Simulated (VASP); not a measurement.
# CuO (P1) in VASP: further runs, part 2 of 2

VASP 6.6.1. The steps go on from the part before.

## (3) Relaxation of cell and atoms, PBEsol, target pressure 30 GPa, at which the enthalpy is minimised (pressure_gpa = 30; atom 2 moved 0.45 Å)

Input file INCAR:

```
SYSTEM = CuO
ALGO = Fast ; EDIFF = 1E-7
EDIFFG = -0.01 ; ENCUT = 600
GGA = PS ; IBRION = 2
ISIF = 3 ; ISMEAR = -1
LASPH = .TRUE. ; LCHARG = .FALSE.
LREAL = .FALSE. ; LWAVE = .FALSE.
NELM = 80 ; NSW = 40
PREC = Accurate ; PSTRESS = 300
SIGMA = 0.05
```

Input file KPOINTS:

```
k-points
0
G
  11 11 11
  0 0 0
```

Input file POSCAR:

```
CuO
1.0
    0.0000000000      2.1165600000      2.1165600000
    2.1165600000      0.0000000000      2.1165600000
    2.1165600000      2.1165600000      0.0000000000
Cu O
1 1
Direct
    0.0294977200      0.0281008700      0.9080259900
    0.4705022800      0.4718991300      0.5919740100
```

Potentials or basis: VASP PAW PBE potentials, release 64 (Cu, O).

Started as:

```sh
$ cat potpaw_PBE.64/Cu/POTCAR potpaw_PBE.64/O/POTCAR > POTCAR
$ mpirun -np 1 vasp_std > vasp.out
```

OUTCAR:

```text
SYSTEM = CuO
   EDIFF = 1E-7
   EDIFFG = -0.01
   ENCUT = 600
   GGA = PS
   IBRION = 2
   ISIF = 3
   ISMEAR = -1
   LASPH = .TRUE.
   LREAL = .FALSE.
   NELM = 80
   NSW = 40
   PREC = Accurate
   PSTRESS = 300

 ion  position               nearest neighbor table
   1  0.029  0.028  0.908-   2 1.88   2 1.89   2 1.91
   2  0.471  0.472  0.592-   1 1.88   1 1.89   1 1.91

  LATTYP: Found a face centered cubic cell.
 ALAT       =     4.2331200000

  Lattice vectors:

 A1 = (   0.0000000000,   2.1165600000,   2.1165600000)
 A2 = (   2.1165600000,   0.0000000000,   2.1165600000)
 A3 = (   2.1165600000,   2.1165600000,   0.0000000000)

Analysis of symmetry for initial positions (statically):
=====================================================================
 Subroutine PRICEL returns:
[... 655 lines left out ...]

--------------------------------------- Ionic step       21  -------------------------------------------

 number of electron      17.0000001 magnetization

------------------------ aborting loop because EDIFF is reached ----------------------------------------
[... 71 lines left out ...]
--------------------------------------- Ionic step       23  -------------------------------------------

 number of electron      17.0000001 magnetization

 Free energy of the ion-electron system (eV)
  ---------------------------------------------------
  ext. energy  EPLUGINS =         0.00000000
  ---------------------------------------------------
  free energy    TOTEN  =       -10.31438941 eV

  energy without entropy =      -10.30282707  energy(sigma->0) =      -10.30860824

 E-fermi :   8.3195     XC(G=0): -13.5983

 val. band max:        8.3084984836   @ k =  -0.1818   0.2727  -0.1818
 cond. band min:       8.3755775394   @ k =  -0.2727   0.3636  -0.3636
 fundamental gap:      0.0670790558
 Fermi energy:         8.3195147602

 k-point     1 :       0.0000    0.0000    0.0000
  band No.  band energies     occupation
      1     -12.7152      2.00000
      2       5.2952      2.00000
      3       5.2971      2.00000
      4       5.2977      2.00000
      5       5.3302      2.00000
      6       5.3343      2.00000
      7       5.3350      2.00000
      8       5.6291      2.00000
      9       5.6291      2.00000
     10      10.5010      0.00000
     11      26.6603      0.00000
     12      27.8582      0.00000
[... 378 lines left out ...]
  energy  without entropy=      -10.3028270686  energy(sigma->0) =      -10.30860824

  enthalpy is  TOTEN    =        -7.2652988647 eV   P V=        3.0490905432

 reached required accuracy - stopping structural energy minimisation
```

It took 17 min on 1 thread of Intel Xeon 6975P-C (Granite Rapids), shared host; peak memory 0.41 GiB.

Results:

- Free energy: -10.3144 eV
- Relaxed volume: 8.14 Å³/atom
- Relaxed cell: a = 2.846 Å, b = 2.846 Å, c = 2.845 Å, α = 59.97°, β = 59.98°, γ = 59.98°
- Space group after relaxing (to 0.05 Å): Fm-3m (No. 225)
- Energy change on relaxing (the enthalpy is what falls): -118.1 meV/atom
- Ionic steps: 23
- Pressure after relaxing: 30.2 GPa
- Largest force after relaxing: 0.003 eV/Å
- Band gap on the k mesh: none (metal or under the smearing width)

Forces on the atoms (eV/Å):
```
Cu   0.003  0.001  0.001
O   -0.003 -0.001 -0.001
```

The path:
| step | energy change (eV) | largest force (eV/Å) | pressure (GPa) | volume (Å³) |
| --- | --- | --- | --- | --- |
| 1 | 0.0000 | 0.8605 | 10.14 | 18.96 |
| 2 | 0.3991 | 2.5125 | 56.63 | 15.91 |
| 3 | 0.2350 | 2.0716 | 41.32 | 16.64 |
| 4 | 0.1501 | 2.2601 | 47.07 | 15.95 |
| 5 | 0.7362 | 1.0237 | 100.77 | 13.94 |
| 6 | 0.1920 | 1.7706 | 59.06 | 15.25 |
| 7 | 0.2567 | 1.1299 | 67.82 | 14.86 |
| 8 | -0.0474 | 0.3622 | 42.96 | 15.66 |
| 9 | -0.0547 | 0.4174 | 42.03 | 15.70 |
| 10 | -0.1517 | 0.1137 | 33.70 | 16.05 |
| 11 | -0.2076 | 0.1071 | 28.16 | 16.32 |
| 12 | -0.2115 | 0.1237 | 28.59 | 16.31 |
| 13 | -0.2171 | 0.2091 | 30.00 | 16.27 |
| 14 | -0.1995 | 0.4688 | 33.31 | 16.15 |
| 15 | -0.2105 | 0.3630 | 31.93 | 16.20 |
| 16 | -0.2402 | 0.1848 | 29.42 | 16.32 |
| 17 | -0.2560 | 0.0679 | 27.82 | 16.40 |
| 18 | -0.2313 | 0.0357 | 30.76 | 16.26 |
| 19 | -0.2356 | 0.0179 | 30.14 | 16.28 |
| 20 | -0.2351 | 0.0201 | 30.12 | 16.28 |
| 21 | -0.2356 | 0.0117 | 30.22 | 16.28 |
| 22 | -0.2364 | 0.0074 | 30.19 | 16.28 |
| 23 | -0.2363 | 0.0033 | 30.15 | 16.28 |

Final structure:
```xyz
2
Lattice="-0.0001 2.0113 2.0131 2.0111 -0.0003 2.0132 2.0124 2.0117 0.0026" Properties=species:S:1:pos:R:3 pbc="T T T"
Cu    4.0233    2.0114    2.0158
O     2.0119    2.0114    2.0144
```

Levels at points of the mesh, in eV from the Fermi level:
| k point | band 6 | band 7 | band 8 | band 9 | band 10 | band 11 | band 12 |
| --- | --- | --- | --- | --- | --- | --- | --- |
| (0.00, 0.00, 0.00) | -2.99 | -2.98 | -2.69 | -2.69 | 2.18 | 18.34 | 19.54 |

Caveat: the cell is relaxed towards a set pressure, so the enthalpy falls and the energy may rise; the PAW data sets were made with another functional, which shifts forces and pressure a little; an odd number of electrons without spin polarisation forces a metal; a magnetic or distorted state may lie lower; the run has no spin polarisation, though such a crystal can be magnetic; semilocal functionals often make such compounds metallic where correlation or magnetic order opens a gap, which also shifts bond lengths.

## (4) Relaxation of cell and atoms, PBEsol

Input file INCAR:

```
PREC     = Accurate       # precision mode
ENCUT    = 600            # plane-wave cutoff, eV
EDIFF    = 1E-7           # SCF threshold, eV
ISMEAR   = -1             # smearing method
SIGMA    = 0.05           # smearing width, eV
LREAL    = Auto         
LASPH    = True           # aspherical terms in the spheres
NELM     = 80             # most SCF steps
ALGO     = Fast           # electronic algorithm
ISIF     = 3              # what is computed and relaxed
LWAVE    = False          # write WAVECAR
LCHARG   = False          # write CHGCAR
GGA      = PS             # functional
IBRION   = 2              # ionic algorithm
NSW      = 40             # ionic steps
EDIFFG   = -0.01          # ionic threshold
PSTRESS  = 0
```

Input file KPOINTS:

```
regular mesh
0
Gamma
  11 11 11
```

POSCAR is that of step 3.

Started as:

```sh
$ cat potpaw_PBE.64/Cu/POTCAR potpaw_PBE.64/O/POTCAR > POTCAR
$ mpirun -np 1 vasp_std > vasp.out
```

Run time: 22 min. Hardware: 1 thread of Intel Xeon 6975P-C (Granite Rapids), shared host; peak memory 0.31 GiB.

Results (log left out):

```yaml
Free_energy: -10.4791 eV
Relaxed_volume: 9.11 Å³/atom
Relaxed_cell: a = 2.951 Å, b = 2.953 Å, c = 2.957 Å, α = 59.96°, β = 60.03°, γ = 60.07°
Space_group_after_relaxing_to_0.05_Å: Fm-3m (No. 225)
Energy_gained_by_relaxing: 200.0 meV/atom
Ionic_steps: 18
Pressure_after_relaxing: 0.0 GPa
Largest_force_after_relaxing: 0.006 eV/Å
Band_gap_on_the_k_mesh: none (metal or under the smearing width)
```

Forces on the atoms (eV/Å):
```
Cu  -0.004 -0.004  0.002
O    0.004  0.004 -0.002
```

Stress tensor (GPa, compression positive):
```
-0.08 -0.02  0.04
-0.02  0.02  0.04
 0.04  0.04  0.11
```

Step by step:
| step | energy change (eV) | largest force (eV/Å) | pressure (GPa) | volume (Å³) |
| --- | --- | --- | --- | --- |
| 1 | 0.0000 | 0.8607 | 10.13 | 18.96 |
| 2 | -0.0582 | 0.6048 | -10.35 | 20.65 |
| 3 | -0.0668 | 0.6595 | -5.50 | 20.15 |
| 4 | -0.1548 | 0.9074 | -7.39 | 19.84 |
| 5 | -0.3407 | 0.2808 | -7.63 | 18.98 |
| 6 | -0.3439 | 0.1425 | -4.95 | 18.67 |
| 7 | -0.3477 | 0.0637 | -6.29 | 18.81 |
| 8 | -0.3239 | 0.3915 | 15.01 | 17.13 |
| 9 | -0.3682 | 0.0913 | 1.05 | 18.09 |
| 10 | -0.3867 | 0.0555 | 0.74 | 18.16 |
| 11 | -0.3998 | 0.0335 | -0.16 | 18.24 |
| 12 | -0.3999 | 0.0244 | -0.19 | 18.24 |
| 13 | -0.4000 | 0.0012 | 0.47 | 18.19 |
| 14 | -0.4000 | 0.0062 | 0.18 | 18.20 |
| 15 | -0.4000 | 0.0039 | 0.39 | 18.20 |
| 16 | -0.4001 | 0.0106 | 0.10 | 18.21 |
| 17 | -0.4001 | 0.0141 | 0.11 | 18.21 |
| 18 | -0.4001 | 0.0062 | 0.02 | 18.23 |

Final structure:
```yaml
crystal:
  lattice:
    - [-0.00006, 2.08782, 2.08501]
    - [2.09127, 0.00003, 2.08495]
    - [2.09207, 2.08916, -0.00209]
  atoms:
    - { symbol: Cu, position: [0.99996, 0.99998, 0.00021] }
    - { symbol: O, position: [0.50004, 0.50002, 0.49979] }
```

Levels at points of the mesh, in eV from the Fermi level:
```csv
k point,band 5,band 6,band 7,band 8,band 9,band 10,band 11,band 12
"(0.00, 0.00, 0.00)",-2.50,-2.49,-2.48,-2.31,-2.31,1.58,18.09,18.80
```

Caveat: the PAW data sets were made with another functional, which shifts forces and pressure a little; an odd number of electrons without spin polarisation forces a metal; a magnetic or distorted state may lie lower; the run has no spin polarisation, though such a crystal can be magnetic; semilocal functionals often make such compounds metallic where correlation or magnetic order opens a gap, which also shifts bond lengths. With open d or f shells a metallic result of PBEsol can be an artefact of self-interaction; +U or a hybrid may open a gap.

## (5) Overview

| cell | target pressure | other keys | gap on the mesh (eV) | pressure (GPa) | largest force (eV/Å) |
| --- | --- | --- | --- | --- | --- |
| relaxed to 20 GPa from: pressure_gpa = 20; atom 2 moved 0.45 Å | 20 GPa | - | none | 20.0 | 0.01 |
| relaxed to 30 GPa from: pressure_gpa = 30; atom 2 moved 0.45 Å | 30 GPa | - | none | 30.2 | - |
| relaxed | - | LREAL = Auto | none | 0.0 | 0.01 |

Alike in all rows: task relaxation of cell and atoms; level PBEsol; potentials or basis VASP PAW PBE potentials, release 64 (Cu, O); no spin polarisation; k mesh 11 × 11 × 11; cutoff (eV) 600; smearing fermi-dirac 0.05 eV.

Caveats: the PAW data sets were made with another functional, which shifts forces and pressure a little; an odd number of electrons without spin polarisation forces a metal; a magnetic or distorted state may lie lower; the run has no spin polarisation, though such a crystal can be magnetic; semilocal functionals often make such compounds metallic where correlation or magnetic order opens a gap, which also shifts bond lengths; the cell is relaxed towards a set pressure, so the enthalpy falls and the energy may rise (some runs).

Absolute energies hang on the potentials; compare differences alone.
